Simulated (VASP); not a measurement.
# HgSe (F-43m) in VASP: a series of runs

Runs on HgSe. Level: PBEsol. Tasks: relaxation of cell and atoms.

Everything below comes from runs of VASP 6.6.1. Logs are shortened: lines on timing, memory, paths and dates and some standing lists are left out, and cuts for length are marked.

## 1. The structure

Symmetry: F-43m, No. 216, cubic system. Conventional cell: a = 6.078 Å, b = 6.078 Å, c = 6.078 Å, α = 90.00°, β = 90.00°, γ = 90.00°. Around Hg (site symmetry -43m) lie 4 Se at 2.63 Å. Se (site symmetry -43m) has 4 Hg at 2.63 Å as nearest neighbours.

## 2. Relaxation of cell and atoms, PBEsol

Contents of INCAR:

```
SYSTEM = HgSe
ALGO = Normal
EDIFF = 1E-6
EDIFFG = -0.01
ENCUT = 600
GGA = PS
IBRION = 2
ISIF = 3
ISMEAR = 0
LASPH = .TRUE.
LCHARG = .FALSE.
LREAL = .FALSE.
LWAVE = .FALSE.
NELM = 80
NSW = 90
PREC = Accurate
SIGMA = 0.03
```

Contents of KPOINTS:

```
k-points
0
G
  10 10 10
  0 0 0
```

Contents of POSCAR:

```
HgSe
1.0
    0.0000000000      3.0390000000      3.0390000000
    3.0390000000      0.0000000000      3.0390000000
    3.0390000000      3.0390000000      0.0000000000
Hg Se
1 1
Direct
    0.0000000000      0.0000000000      0.0000000000
    0.2500000000      0.2500000000      0.2500000000
```

Potentials or basis: VASP PAW PBE potentials, release 64 (Hg, Se).

Launch:

```bash
> cat potpaw_PBE.64/Hg/POTCAR potpaw_PBE.64/Se/POTCAR > POTCAR
> mpirun -np 1 vasp_std > vasp.out
```

OUTCAR:

```text
SYSTEM = HgSe
   EDIFF = 1E-6
   EDIFFG = -0.01
   ENCUT = 600
   GGA = PS
   IBRION = 2
   ISIF = 3
   ISMEAR = 0
   LASPH = .TRUE.
   LREAL = .FALSE.
   NELM = 80
   NSW = 90
   PREC = Accurate

 ion  position               nearest neighbor table
   1  0.000  0.000  0.000-   2 2.63   2 2.63   2 2.63   2 2.63
   2  0.250  0.250  0.250-   1 2.63   1 2.63   1 2.63   1 2.63

  LATTYP: Found a face centered cubic cell.
 ALAT       =     6.0780000000

  Lattice vectors:

 A1 = (   0.0000000000,   3.0390000000,   3.0390000000)
 A2 = (   3.0390000000,   0.0000000000,   3.0390000000)
 A3 = (   3.0390000000,   3.0390000000,   0.0000000000)

Analysis of symmetry for initial positions (statically):
=====================================================================
 Subroutine PRICEL returns:
 Original cell was already a primitive cell.

 Routine SETGRP: Setting up the symmetry group for a
 face centered cubic supercell.

 Subroutine GETGRP returns: Found 24 space group operations
 (whereof 24 operations were pure point group operations)
 out of a pool of 48 trial point group operations.

The static configuration has the point symmetry T_d .

Analysis of symmetry for dynamics (positions and initial velocities):
=====================================================================
 Subroutine PRICEL returns:
 Original cell was already a primitive cell.

 Routine SETGRP: Setting up the symmetry group for a
 face centered cubic supercell.

 Subroutine GETGRP returns: Found 24 space group operations
 (whereof 24 operations were pure point group operations)
 out of a pool of 48 trial point group operations.

The dynamic configuration has the point symmetry T_d .

 Subroutine INISYM returns: Found 24 space group operations
 (whereof 24 operations are pure point group operations),
 and found     1 'primitive' translations

----------------------------------------------------------------------------------------

                                     Primitive cell

  volume of cell :      56.1335

  direct lattice vectors                    reciprocal lattice vectors
     0.000000000  3.039000000  3.039000000    -0.164527805  0.164527805  0.164527805
     3.039000000  0.000000000  3.039000000     0.164527805 -0.164527805  0.164527805
     3.039000000  3.039000000  0.000000000     0.164527805  0.164527805 -0.164527805

  length of vectors
     4.297795016  4.297795016  4.297795016     0.284970518  0.284970518  0.284970518

  position of ions in fractional coordinates (direct lattice)
     0.000000000  0.000000000  0.000000000
     0.250000000  0.250000000  0.250000000

  ion indices of the primitive-cell ions
   primitive index   ion index
                 1           1
                 2           2

----------------------------------------------------------------------------------------

 KPOINTS: k-points

Automatic generation of k-mesh.
 Grid dimensions read from file:
 generate k-points for:   10   10   10

 Generating k-lattice:

  Cartesian coordinates                     Fractional coordinates (reciprocal lattice)
    -0.016452781  0.016452781  0.016452781     0.100000000  0.000000000  0.000000000
     0.016452781 -0.016452781  0.016452781     0.000000000  0.100000000  0.000000000
     0.016452781  0.016452781 -0.016452781     0.000000000  0.000000000  0.100000000

  Length of vectors
     0.028497052  0.028497052  0.028497052

  Shift w.r.t. Gamma in fractional coordinates (k-lattice)
     0.000000000  0.000000000  0.000000000

 Subroutine IBZKPT returns following result:
 ===========================================

 Found     47 irreducible k-points:

 Following reciprocal coordinates:
            Coordinates               Weight
  0.000000  0.000000  0.000000      1.000000
  0.100000  0.000000  0.000000      8.000000
  0.200000  0.000000  0.000000      8.000000
  0.300000  0.000000  0.000000      8.000000
  0.400000  0.000000  0.000000      8.000000
  0.500000  0.000000  0.000000      4.000000
[... 16 lines left out ...]
  0.300000  0.300000  0.000000      6.000000
  0.400000  0.300000  0.000000     24.000000
 [... further k-points ...]
   k-points           NKPTS =     47   k-points in BZ     NKDIM =     47   number of bands    NBANDS=     13
   number of dos      NEDOS =    301   number of ions     NIONS =      2
   total plane-waves  NPLWV =  46656
   dimension x,y,z NGX =    36 NGY =   36 NGZ =   36
   dimension x,y,z NGXF=    72 NGYF=   72 NGZF=   72
   ions per type =               1   1
   NGX,Y,Z   is equivalent  to a cutoff of  13.93, 13.93, 13.93 a.u.
   NGXF,Y,Z  is equivalent  to a cutoff of  27.85, 27.85, 27.85 a.u.
 SYSTEM =  HgSe
   PREC   = accura    normal or accurate (medium, high low for compatibility)
   ISTART =      0    job   : 0-new  1-cont  2-samecut
   ICHARG =      2    charge: 1-file 2-atom 10-const
   ISPIN  =      1    spin polarized calculation?
   LNONCOLLINEAR =      F non collinear calculations
   LSORBIT =      F    spin-orbit coupling
   LASPH  =      T    aspherical Exc in radial PAW
   ENCUT  =  600.0 eV  44.10 Ry    6.64 a.u.   8.58  8.58  8.58*2*pi/ulx,y,z
   NELM   =     80;   NELMIN=  2; NELMDL= -5     # of ELM steps
   EDIFF  = 0.1E-05   stopping-criterion for ELM
   LREAL  =      F    real-space projection
   EDIFFG = -.1E-01   stopping-criterion for IOM
   NSW    =     90    number of steps for IOM
   IBRION =      2    ionic relax: 0-MD 1-quasi-New 2-CG
   NFREE  =      1    steps in history (QN), initial steepest desc. (CG)
   ISIF   =      3    stress and relaxation
   ISYM   =      2    0-nonsym 1-usesym 2-fastsym
   POTIM  = 0.5000    time-step for ionic-motion
   TEBEG  =    0.0;   TEEND  =   0.0 temperature during run
   PSTRESS=    0.0 pullay stress
   NELECT =      18.0000    total number of electrons
   NUPDOWN=      -1.0000    fix difference up-down
   EMIN   =  10.00;   EMAX   =-10.00  energy-range for DOS
   EFERMI =   0.00;   METHOD = LEGACY
   ISMEAR =     0;   SIGMA  =   0.03  broadening in eV -4-tet -1-fermi 0-gaus
   EFERMI_NEDOS =   21; number of points for ismear=-14 and -15
   IALGO  =     38    algorithm
   IMIX   =      4    mixing-type and parameters
     AMIX     =   0.40;   BMIX     =  1.00
     AMIX_MAG =   1.60;   BMIX_MAG =  1.00
  volume/ion in A,a.u.               =      28.07       189.40
  Fermi-wavevector in a.u.,A,eV,Ry     =   1.120534  2.117502 17.083421  1.255596
  Thomas-Fermi vector in A             =   2.257181
   LORBIT       =      0    0 simple, 1 ext, 2 COOP (PROOUT), +10 PAW based schemes
   GGA     = PS    functional components
   LHFCALC =     F    Hartree Fock is set to
   AEXX    =    0.0000 exact exchange contribution
   IVDW    =     0    specifies the selected vdW correction
   LEPSILON=     F    determine dielectric tensor
   LRPA    =     F    only Hartree local field effects (RPA)
 conjugate gradient relaxation of ions
 non-spin polarized calculation
 Gauss-broadening in eV      SIGMA  =   0.03
  energy-cutoff  :      600.00
  volume of cell :       56.13
 maximum number of plane-waves:      1895
 NGX is ok and might be reduce to    36
   NGX = 17   NGY = 17   NGZ = 17

--------------------------------------- Ionic step        1  -------------------------------------------

 number of electron      17.9999998 magnetization

 Free energy of the ion-electron system (eV)
  ---------------------------------------------------
  ext. energy  EPLUGINS =         0.00000000
  ---------------------------------------------------
  free energy    TOTEN  =        -4.79964314 eV

  energy without entropy =       -4.79959686  energy(sigma->0) =       -4.79962000

------------------------ aborting loop because EDIFF is reached ----------------------------------------

  FORCE on cell =-STRESS in cart. coord.  units (eV):
  Direction    XX          YY          ZZ          XY          YZ          ZX
  --------------------------------------------------------------------------------------
  -------------------------------------------------------------------------------------
  Total        0.6484433      0.6484433      0.6484433      0.0000000      0.0000000     -0.0000000
  in kB       18.5080416     18.5080416     18.5080416      0.0000000      0.0000000     -0.0000000
  external PRESSURE =      18.5080416 kB  Pullay stress =       0.0000000 kB

 VOLUME and BASIS-vectors are now :
 -----------------------------------------------------------------------------
  energy-cutoff  :      600.00
  volume of cell :       56.13
      direct lattice vectors                 reciprocal lattice vectors
     0.000000000  3.039000000  3.039000000    -0.164527805  0.164527805  0.164527805
     3.039000000  0.000000000  3.039000000     0.164527805 -0.164527805  0.164527805
     3.039000000  3.039000000  0.000000000     0.164527805  0.164527805 -0.164527805
[... 37 lines left out ...]
 POSITION                                       TOTAL-FORCE (eV/Angst)
 -----------------------------------------------------------------------------------
     -0.00000      3.08653      3.08653         0.000000      0.000000      0.000000
      1.54327      1.54327      1.54327        -0.000000     -0.000000     -0.000000
 -----------------------------------------------------------------------------------
    total drift:                                0.000000      0.000000      0.000000

  FREE ENERGIE OF THE ION-ELECTRON SYSTEM (eV)
  ---------------------------------------------------
  free  energy   TOTEN  =        -4.8086168874 eV

  energy  without entropy=       -4.8085706077  energy(sigma->0) =       -4.80859375

--------------------------------------- Ionic step        3  -------------------------------------------

 number of electron      17.9999999 magnetization

 Free energy of the ion-electron system (eV)
  ---------------------------------------------------
  ext. energy  EPLUGINS =         0.00000000
  ---------------------------------------------------
  free energy    TOTEN  =        -4.81027610 eV

  energy without entropy =       -4.81022982  energy(sigma->0) =       -4.81025296

 E-fermi :   1.3248     XC(G=0):  -9.1099

 val. band max:        1.3157018314   @ k =   0.0000   0.0000   0.0000
 cond. band min:       1.7332429922   @ k =   0.1000   0.0000   0.0000
 fundamental gap:      0.4175411608
 Fermi energy:         1.3248389579

 k-point     1 :       0.0000    0.0000    0.0000
  band No.  band energies     occupation
      1     -11.9596      2.00000
      2      -5.6742      2.00000
      3      -5.6742      2.00000
      4      -5.6742      2.00000
      5      -4.9746      2.00000
      6      -4.9746      2.00000
      7       0.2452      2.00000
      8       1.3157      1.33334
      9       1.3157      1.33334
     10       1.3157      1.33333
     11       6.7721      0.00000
     12       6.7721      0.00000
     13       6.7721      0.00000

 k-point     2 :       0.1000    0.0000    0.0000
  band No.  band energies     occupation
      1     -11.9188      2.00000
      2      -5.6576      2.00000
      3      -5.6553      2.00000
      4      -5.6553      2.00000
      5      -4.9763      2.00000
      6      -4.9763      2.00000
      7      -0.3458      2.00000
      8       1.2161      2.00000
      9       1.2161      2.00000
     10       1.7332      0.00000
     11       6.4854      0.00000
[... 339 lines left out ...]
 k-point    24 :       0.4000    0.3000    0.0000
  band No.  band energies     occupation
      1     -11.4816      2.00000
      2      -5.5369      2.00000
      3      -5.3300      2.00000
      4      -5.3079      2.00000
      5      -4.9221      2.00000
      6      -4.8951      2.00000
      7      -2.8947      2.00000
      8      -0.5961      2.00000
      9      -0.4319      2.00000
     10       3.9869      0.00000
     11       4.7261      0.00000
     12       8.5062      0.00000
     13       9.4365      0.00000

 [... further k-points ...]

------------------------ aborting loop because EDIFF is reached ----------------------------------------

  FORCE on cell =-STRESS in cart. coord.  units (eV):
  Direction    XX          YY          ZZ          XY          YZ          ZX
  --------------------------------------------------------------------------------------
  -------------------------------------------------------------------------------------
  Total        0.0015623      0.0015623      0.0015623      0.0000000      0.0000000     -0.0000000
  in kB        0.0431350      0.0431350      0.0431350      0.0000000      0.0000000     -0.0000000
  external PRESSURE =       0.0431350 kB  Pullay stress =       0.0000000 kB

 VOLUME and BASIS-vectors are now :
 -----------------------------------------------------------------------------
  energy-cutoff  :      600.00
  volume of cell :       58.03
      direct lattice vectors                 reciprocal lattice vectors
    -0.000000000  3.072810087  3.072810087    -0.162717508  0.162717508  0.162717508
     3.072810087  0.000000000  3.072810087     0.162717508 -0.162717508  0.162717508
     3.072810087  3.072810087 -0.000000000     0.162717508  0.162717508 -0.162717508

 POSITION                                       TOTAL-FORCE (eV/Angst)
 -----------------------------------------------------------------------------------
      0.00000      0.00000      0.00000         0.000000      0.000000     -0.000000
      1.53641      1.53641      1.53641        -0.000000     -0.000000      0.000000
 -----------------------------------------------------------------------------------
    total drift:                                0.000000      0.000000      0.000000

  FREE ENERGIE OF THE ION-ELECTRON SYSTEM (eV)
  ---------------------------------------------------
  free  energy   TOTEN  =        -4.8102761007 eV

  energy  without entropy=       -4.8102298215  energy(sigma->0) =       -4.81025296

 reached required accuracy - stopping structural energy minimisation
```

Run time: 76 s. Hardware: 1 thread of Intel Xeon Platinum 8259CL at 2.50GHz (Skylake/Cascade Lake), shared host; peak memory 0.23 GiB.

What came out:

- Free energy: -4.8103 eV
- Relaxed volume: 29.01 Å³/atom
- Relaxed cell: a = 4.346 Å, b = 4.346 Å, c = 4.346 Å, α = 60.00°, β = 60.00°, γ = 60.00°
- Space group after relaxing (to 0.05 Å): F-43m (No. 216)
- Energy gained by relaxing: 5.3 meV/atom
- Ionic steps: 3
- Pressure after relaxing: 0.0 GPa
- Band gap on the k mesh: none (metal or under the smearing width)

The path:
| step | energy change (eV) | largest force (eV/Å) | pressure (GPa) | volume (Å³) |
| --- | --- | --- | --- | --- |
| 1 | 0.0000 | 0.0000 | 1.85 | 56.13 |
| 2 | -0.0090 | 0.0000 | -0.67 | 58.81 |
| 3 | -0.0106 | 0.0000 | 0.00 | 58.03 |

Final structure:
```
Hg Se
1.0
     0.00000    3.07281    3.07281
     3.07281    0.00000    3.07281
     3.07281    3.07281    0.00000
Hg Se
1 1
Direct
  0.00000 0.00000 0.00000
  0.25000 0.25000 0.25000
```

Levels at points of the mesh, in eV from the Fermi level:
```csv
k point,band 6,band 7,band 8,band 9,band 10,band 11,band 12,band 13
"(0.00, 0.00, 0.00)",-6.30,-1.08,-0.01,-0.01,-0.01,5.45,5.45,5.45
"(0.50, 0.00, 0.00)",-6.00,-5.37,-0.93,-0.93,1.02,6.18,6.18,6.81
"(0.50, 0.50, 0.00)",-5.96,-4.99,-2.21,-2.21,2.68,2.93,8.25,9.61
```

Caveat: the PAW data sets were made with another functional, which shifts forces and pressure a little.

## 3. Relaxation of cell and atoms, PBEsol

This run uses another cell than the first one, of 29.01 Å³/atom, 1.034 times its volume.

Edit INCAR of step 2 so:

```diff
@@ -2,4 +2,4 @@
 ALGO = Normal
-EDIFF = 1E-6
-EDIFFG = -0.01
+EDIFF = 1E-7
+EDIFFG = -0.005
 ENCUT = 600
```

KPOINTS is that of step 2.

Contents of POSCAR:

```
HgSe                                    
1.0
   -0.0000000000      3.0728100866      3.0728100866
    3.0728100866      0.0000000000      3.0728100866
    3.0728100866      3.0728100866     -0.0000000000
  Hg              Se            
     1     1
Direct
     0.0000000000000000    0.0000000000000000    0.0000000000000000
     0.2500000000000000    0.2500000000000000    0.2500000000000000
```

Potentials or basis: VASP PAW PBE potentials, release 64 (Hg, Se).

Launch:

```bash
> cat potpaw_PBE.64/Hg/POTCAR potpaw_PBE.64/Se/POTCAR > POTCAR
> mpirun -np 1 vasp_std > vasp.out
```

Wall time 36 s (1 thread of Intel Xeon Platinum 8259CL at 2.50GHz (Skylake/Cascade Lake), shared host); peak memory 0.23 GiB.

It converged, with:

```yaml
Free_energy: -4.8105 eV
Pressure_after_relaxing: 0.0 GPa
Band_gap_on_the_k_mesh: none (metal or under the smearing width)
```

Final structure:
```
Hg Se
1.0
     0.00000    3.07281    3.07281
     3.07281    0.00000    3.07281
     3.07281    3.07281    0.00000
Hg Se
1 1
Direct
  0.00000 0.00000 0.00000
  0.25000 0.25000 0.25000
```

Levels at points of the mesh, in eV from the Fermi level:
```
           k point  band 5  band 6  band 7  band 8  band 9  band 10  band 11  band 12  band 13
(0.00, 0.00, 0.00)   -6.30   -6.30   -1.08   -0.01   -0.01    -0.01     5.45     5.45     5.45
(0.50, 0.00, 0.00)   -6.26   -6.00   -5.37   -0.93   -0.93     1.02     6.18     6.18     6.81
(0.50, 0.50, 0.00)   -6.19   -5.96   -4.99   -2.21   -2.21     2.68     2.93     8.25     9.61
```

Caveat: the relaxation stopped at its first step, so nothing moved; the PAW data sets were made with another functional, which shifts forces and pressure a little. Spin-orbit coupling is left out, which matters for the levels of Hg.
